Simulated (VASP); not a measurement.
# AlP (F-43m) in VASP: single point with PBE

Aim: the single point of AlP with PBE.

All numbers are computed with VASP 6.6.1; they aren't measurements. Logs are shortened: lines on timing, memory, paths and dates and some standing lists are left out, and cuts for length are marked.

**Measured values to compare with.**

From a printed reference work, data compilation, for a bulk crystal of AlP at 4.2 K: band gap 2.505 eV (indirect).

The runs below are set against these values where they give the same quantity.

**1. The cell of the first run**

It takes space group F-43m (No. 216, cubic). The conventional cell has a = 5.507 Å, b = 5.507 Å, c = 5.507 Å, α = 90.00°, β = 90.00°, γ = 90.00°. Within 3.1 Å of Al (site symmetry -43m) lie 4 P at 2.38 Å. P (site symmetry -43m) has 4 Al at 2.38 Å within 3.1 Å.

**2. Single point, PBE**

Contents of INCAR:

```
ALGO = Normal
EDIFF = 1E-6
ENCUT = 500
GGA = PE
GGA_COMPAT = False
ISIF = 2
ISMEAR = 0
LASPH = True
LCHARG = False
LREAL = False
LWAVE = False
NBANDS = 11
NELM = 120
PREC = Accurate
SIGMA = 0.02
```

Contents of KPOINTS:

```
k-points
0
Gamma
  8 8 8
```

Contents of POSCAR:

```
AlP
1.0
    0.0000000000      2.7534005654      2.7534005654
    2.7534005654      0.0000000000      2.7534005654
    2.7534005654      2.7534005654      0.0000000000
Al P
1 1
Direct
    0.0000000000      0.0000000000      0.0000000000
    0.7500000000      0.7500000000      0.7500000000
```

Potentials or basis: VASP PAW PBE potentials, release 64 (Al, P).

The run is started by

```console
$ cat potpaw_PBE.64/Al/POTCAR potpaw_PBE.64/P/POTCAR > POTCAR
$ mpirun -np 1 vasp_std > vasp.out
```

OUTCAR:

```text
EDIFF = 1E-6
   ENCUT = 500
   GGA = PE
   ISIF = 2
   ISMEAR = 0
   LASPH = True
   LREAL = False
   NELM = 120
   PREC = Accurate

 ion  position               nearest neighbor table
   1  0.000  0.000  0.000-   2 2.38   2 2.38   2 2.38   2 2.38
   2  0.750  0.750  0.750-   1 2.38   1 2.38   1 2.38   1 2.38

  LATTYP: Found a face centered cubic cell.
 ALAT       =     5.5068011308

  Lattice vectors:

 A1 = (   0.0000000000,   2.7534005654,   2.7534005654)
 A2 = (   2.7534005654,   0.0000000000,   2.7534005654)
 A3 = (   2.7534005654,   2.7534005654,   0.0000000000)

Analysis of symmetry for initial positions (statically):
=====================================================================
 Subroutine PRICEL returns:
 Original cell was already a primitive cell.

 Routine SETGRP: Setting up the symmetry group for a
 face centered cubic supercell.

 Subroutine GETGRP returns: Found 24 space group operations
 (whereof 24 operations were pure point group operations)
 out of a pool of 48 trial point group operations.

The static configuration has the point symmetry T_d .

Analysis of symmetry for dynamics (positions and initial velocities):
=====================================================================
 Subroutine PRICEL returns:
 Original cell was already a primitive cell.

 Routine SETGRP: Setting up the symmetry group for a
 face centered cubic supercell.

 Subroutine GETGRP returns: Found 24 space group operations
 (whereof 24 operations were pure point group operations)
 out of a pool of 48 trial point group operations.

The dynamic configuration has the point symmetry T_d .

 Subroutine INISYM returns: Found 24 space group operations
 (whereof 24 operations are pure point group operations),
 and found     1 'primitive' translations

----------------------------------------------------------------------------------------

                                     Primitive cell

  volume of cell :      41.7482

  direct lattice vectors                    reciprocal lattice vectors
     0.000000000  2.753400565  2.753400565    -0.181593629  0.181593629  0.181593629
     2.753400565  0.000000000  2.753400565     0.181593629 -0.181593629  0.181593629
     2.753400565  2.753400565  0.000000000     0.181593629  0.181593629 -0.181593629

  length of vectors
     3.893896422  3.893896422  3.893896422     0.314529391  0.314529391  0.314529391

  position of ions in fractional coordinates (direct lattice)
     0.000000000  0.000000000  0.000000000
[... 81 lines left out ...]
   NSW    =      0    number of steps for IOM
   IBRION =     -1    ionic relax: 0-MD 1-quasi-New 2-CG
   NFREE  =      0    steps in history (QN), initial steepest desc. (CG)
   ISIF   =      2    stress and relaxation
   ISYM   =      2    0-nonsym 1-usesym 2-fastsym
   POTIM  = 0.5000    time-step for ionic-motion
   TEBEG  =    0.0;   TEEND  =   0.0 temperature during run
   PSTRESS=    0.0 pullay stress
   NELECT =       8.0000    total number of electrons
   NUPDOWN=      -1.0000    fix difference up-down
   EMIN   =  10.00;   EMAX   =-10.00  energy-range for DOS
   EFERMI =   0.00;   METHOD = LEGACY
   ISMEAR =     0;   SIGMA  =   0.02  broadening in eV -4-tet -1-fermi 0-gaus
   EFERMI_NEDOS =   21; number of points for ismear=-14 and -15
   IALGO  =     38    algorithm
   IMIX   =      4    mixing-type and parameters
     AMIX     =   0.40;   BMIX     =  1.00
     AMIX_MAG =   1.60;   BMIX_MAG =  1.00
  volume/ion in A,a.u.               =      20.87       140.87
  Fermi-wavevector in a.u.,A,eV,Ry     =   0.943826  1.783573 12.120181  0.890808
  Thomas-Fermi vector in A             =   2.071572
   LORBIT       =      0    0 simple, 1 ext, 2 COOP (PROOUT), +10 PAW based schemes
   GGA     = PE    functional components
   LHFCALC =     F    Hartree Fock is set to
   AEXX    =    0.0000 exact exchange contribution
   IVDW    =     0    specifies the selected vdW correction
   LEPSILON=     F    determine dielectric tensor
   LRPA    =     F    only Hartree local field effects (RPA)
 non-spin polarized calculation
 Gauss-broadening in eV      SIGMA  =   0.02
  energy-cutoff  :      500.00
  volume of cell :       41.75
 maximum number of plane-waves:      1068
   NGX = 15   NGY = 15   NGZ = 15

 number of electron       8.0000001 magnetization

 Free energy of the ion-electron system (eV)
  ---------------------------------------------------
  ext. energy  EPLUGINS =         0.00000000
  ---------------------------------------------------
  free energy    TOTEN  =       -10.37677459 eV

  energy without entropy =      -10.37677459  energy(sigma->0) =      -10.37677459

 E-fermi :   4.4651     XC(G=0):  -9.1097

 val. band max:        4.3486217307   @ k =   0.0000   0.0000   0.0000
 cond. band min:       5.9776825281   @ k =   0.5000   0.5000   0.0000
 fundamental gap:      1.6290607973
 Fermi energy:         4.4650874559

 k-point     1 :       0.0000    0.0000    0.0000
  band No.  band energies     occupation
      1      -7.0117      2.00000
      2       4.3486      2.00000
      3       4.3486      2.00000
      4       4.3486      2.00000
      5       7.4362      0.00000
      6       8.8742      0.00000
      7       8.8742      0.00000
      8       8.8742      0.00000
      9      13.1540      0.00000
     10      13.1540      0.00000
     11      14.4623      0.00000
[... 309 lines left out ...]
 k-point    24 :      -0.3750    0.2500    0.1250
  band No.  band energies     occupation
      1      -5.0938      2.00000
      2      -0.7259      2.00000
      3       1.8132      2.00000
      4       2.9051      2.00000
      5       8.2681      0.00000
      6       8.8458      0.00000
      7      11.1549      0.00000
      8      11.9699      0.00000
      9      13.2337      0.00000
     10      15.7046      0.00000
     11      16.9109      0.00000

 [... further k-points ...]
[... 5 lines left out ...]
  --------------------------------------------------------------------------------------
  -------------------------------------------------------------------------------------
  Total       -0.0124310     -0.0124310     -0.0124310      0.0000000      0.0000000     -0.0000000
  in kB       -0.4770655     -0.4770655     -0.4770655      0.0000000      0.0000000     -0.0000000
  external PRESSURE =      -0.4770655 kB  Pullay stress =       0.0000000 kB

 VOLUME and BASIS-vectors are now :
 -----------------------------------------------------------------------------
  energy-cutoff  :      500.00
  volume of cell :       41.75
      direct lattice vectors                 reciprocal lattice vectors
     0.000000000  2.753400565  2.753400565    -0.181593629  0.181593629  0.181593629
     2.753400565  0.000000000  2.753400565     0.181593629 -0.181593629  0.181593629
     2.753400565  2.753400565  0.000000000     0.181593629  0.181593629 -0.181593629

 POSITION                                       TOTAL-FORCE (eV/Angst)
 -----------------------------------------------------------------------------------
      0.00000      0.00000      0.00000         0.000000      0.000000      0.000000
      4.13010      4.13010      4.13010        -0.000000     -0.000000     -0.000000
 -----------------------------------------------------------------------------------
    total drift:                                0.000000      0.000000      0.000000

  FREE ENERGIE OF THE ION-ELECTRON SYSTEM (eV)
  ---------------------------------------------------
  free  energy   TOTEN  =       -10.3767745878 eV

  energy  without entropy=      -10.3767745878  energy(sigma->0) =      -10.37677459
```

OSZICAR:

```text
N       E                     dE             d eps       ncg     rms          rms(c)
DAV:   1     0.115001335777E+02    0.11500E+02   -0.30156E+03   646   0.536E+02
DAV:   2    -0.976510059269E+01   -0.21265E+02   -0.19577E+02   822   0.863E+01
DAV:   3    -0.107096224170E+02   -0.94452E+00   -0.94276E+00   806   0.176E+01
DAV:   4    -0.107184008425E+02   -0.87784E-02   -0.87776E-02   774   0.209E+00
DAV:   5    -0.107185606892E+02   -0.15985E-03   -0.15984E-03   810   0.269E-01    0.441E+00
DAV:   6    -0.104161878896E+02    0.30237E+00   -0.62473E-01   731   0.291E+00    0.279E+00
DAV:   7    -0.103762134351E+02    0.39974E-01   -0.21097E-01   762   0.186E+00    0.142E+00
DAV:   8    -0.103766896823E+02   -0.47625E-03   -0.14983E-02   749   0.594E-01    0.242E-01
DAV:   9    -0.103766020470E+02    0.87635E-04   -0.73956E-04   765   0.148E-01    0.993E-02
DAV:  10    -0.103767687660E+02   -0.16672E-03   -0.24703E-04   731   0.820E-02    0.124E-02
DAV:  11    -0.103767737975E+02   -0.50315E-05   -0.25190E-05   805   0.227E-02    0.717E-03
DAV:  12    -0.103767745878E+02   -0.79032E-06   -0.15541E-06   734   0.707E-03
   1 F= -.10376775E+02 E0= -.10376775E+02  d E =-.123892E-18
```

stdout:

```text
POSCAR found type information on POSCAR AlP
 POSCAR found :  2 types and       2 ions
 scaLAPACK will be used
 LDA part: xc-table for (Slater+PW92), standard interpolation
 POSCAR, INCAR and KPOINTS ok, starting setup
 FFT: planning ... GRIDC
 FFT: planning ... GRID_SOFT
 FFT: planning ... GRID
 WAVECAR not read
 entering main loop
```

Wall time 22 s (1 thread of AMD EPYC 7R13, shared host); peak memory 0.12 GiB.

Results:

| Property | Result |
| --- | --- |
| Free energy | -10.3768 eV |
| Pressure | 0.0 GPa |
| Band gap on the k mesh | 1.63 eV, indirect (least direct gap 3.09 eV) |

**3. Comparison with measurements**

Step 2. Against the measured gap of AlP, 2.505 eV (indirect; 4.2 K; a printed reference work, data compilation), the calculated 1.63 eV is off by -0.88 eV. The value is that of PBE on a finite k mesh, which can miss the band edges, without temperature or zero-point motion. Semilocal functionals fall short of measured gaps as a rule.
